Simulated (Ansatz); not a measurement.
Runs of Ansatz 0.2.0 on MgS (Niningerite). Symmetry: Fm-3m, No. 225, cubic system. The conventional cell has a = 5.203 Å, b = 5.203 Å, c = 5.203 Å, α = 90.00°, β = 90.00°, γ = 90.00°. S (site symmetry m-3m) has 6 Mg at 2.60 Å as nearest neighbours. Mg (site symmetry m-3m) has 6 S at 2.60 Å as nearest neighbours. 

```csv
task,level,potentials or basis,k mesh,cutoff (eV),basis error allowed,gap on the mesh (eV),pressure (GPa)
single point,HSE06,all-electron PAW datasets made for the crystal,6 × 6 × 6,220,-,(a),-
single point,PBE0,all-electron PAW datasets made for the crystal,6 × 6 × 6,220,-,4.52,-
single point,PBE,all-electron PAW datasets made for the crystal,6 × 6 × 6,200,-,2.78,1.2
single point,PBE,"all-electron LAPW, scalar-relativistic",9 × 9 × 9,184,0.001 eV/atom,(b),1.2
band structure,LDA,"all-electron LAPW, scalar-relativistic",9 × 9 × 9,184,0.001 eV/atom,2.69,-3.3
```

Alike in all rows: no spin polarisation; cell as given; smearing fermi-dirac 0.05 eV.

**Question.** Fill in the values left out.

**Answer.** (a) 3.80; (b) 2.92.

Caveats: an odd mesh through Γ misses points on the zone boundary, where band edges often lie (some runs); the mesh misses the band edges, which the band path finds closer together (some runs).

Not every run made on this cell is shown here.
